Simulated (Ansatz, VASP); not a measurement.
## KMgF3 in VASP and in Ansatz

```xyz
5
Lattice="3.9320 0.0000 0.0000 0.0000 3.9320 0.0000 0.0000 0.0000 3.9320" Properties=species:S:1:pos:R:3 pbc="T T T"
K     1.9660    1.9660    1.9660
Mg    0.0000    0.0000    0.0000
F     0.0000    0.0000    1.9660
F     0.0000    1.9660    0.0000
F     1.9660    0.0000    0.0000
```

Change from the starting cell: volume scaled by 0.96.

Alike in both runs: task single point; functional PBEsol; k mesh 7 × 7 × 7; occupations fermi-dirac, width 0.05 eV; no spin polarisation.

```csv
,VASP,Ansatz
version,VASP 6.6.1,Ansatz 0.2.0
potentials or method,"VASP PAW PBE potentials, release 64 (K_sv, Mg, F)",Ansatz PAW
plane-wave cutoff (eV),520,420
valence electrons in the cell,32,40
```

```csv
,VASP,Ansatz,Ansatz less VASP
gap on the k mesh at the Fermi level (eV),7.47,7.49,+0.023
least direct gap on the mesh (eV),7.75,7.78,+0.021
pressure (GPa),3.2,3.6,+0.35
```

The two sets of potentials don't hold the same shells in valence.

Caveats: the PAW data sets were made with another functional, which shifts forces and pressure a little (VASP); an odd mesh through Γ misses points on the zone boundary, where band edges often lie (VASP); odd divisions of the mesh miss points on the zone boundary, where band edges often lie, so the gap on the mesh can be too wide (Ansatz); the pressure holds a Pulay correction of +0.6 GPa for the finite cutoff (Ansatz); the PAW data sets come from PBE, with cores solved anew for the run's functional, which leaves a small shift of forces and pressure (Ansatz).
